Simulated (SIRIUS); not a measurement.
ZrB2, 3 atoms in the cell. The structure is hexagonal, space group P6/mmm (No. 191). Conventional cell: a = 3.170 Å, b = 3.170 Å, c = 3.533 Å, α = 90.00°, β = 90.00°, γ = 120.00°. Around Zr (site symmetry 6/mmm) lie 12 B at 2.54 Å. Around B (site symmetry -6m2) lie 3 B at 1.83 Å. 

| Item | Value |
| --- | --- |
| Program | SIRIUS 7.10.0 |
| Task | single point |
| Functional | PBE |
| Potentials or basis | PseudoDojo 0.4.1 PBE standard (scalar relativistic) |
| Cutoff | 1054 eV |
| Density cutoff | 4214 eV |
| k mesh | 10 × 10 × 8 |
| Occupations | fermi-dirac, width 0.05 eV |
| Spin | no spin polarisation |
| Hubbard terms | Zr d U = 4 eV |
| Libxc names | ["XC_GGA_X_PBE", "XC_GGA_C_PBE"] |
| Energy tol | 1e-08 Ha |
| Density tol | 1e-06 |
| Mixer | anderson |
| Mixing beta | 0.7 |
| Max scf | 100 |
| Radial cutoff for the potentials' integrals | 6.5 bohr |
| Form of the Hubbard term | simplified (Dudarev) |
| Hubbard projectors | orthogonalised atomic orbitals |
| Start of the occupations | the program's own |

Potentials or basis: PseudoDojo 0.4.1 PBE standard (scalar relativistic).

Command:

```sh
$ upf_to_json Zr.upf
$ upf_to_json B.upf
$ # the labels of the atomic orbitals (3D, 4S, ...) are then added to the .json files where the converter dropped them
$ OMP_NUM_THREADS=1 sirius.scf --input=sirius.json --output=out.json --task=0
```

Hardware: 1 thread of Arm Neoverse V2, on a shared host.

**Question.** Estimate the wall time of this run.

**Answer.** It took 71 s on 1 thread of Arm Neoverse V2, with other jobs on the host, peak memory 0.63 GiB. Counts: scf iterations 15, k points 70, plane waves 2449, bands 16.
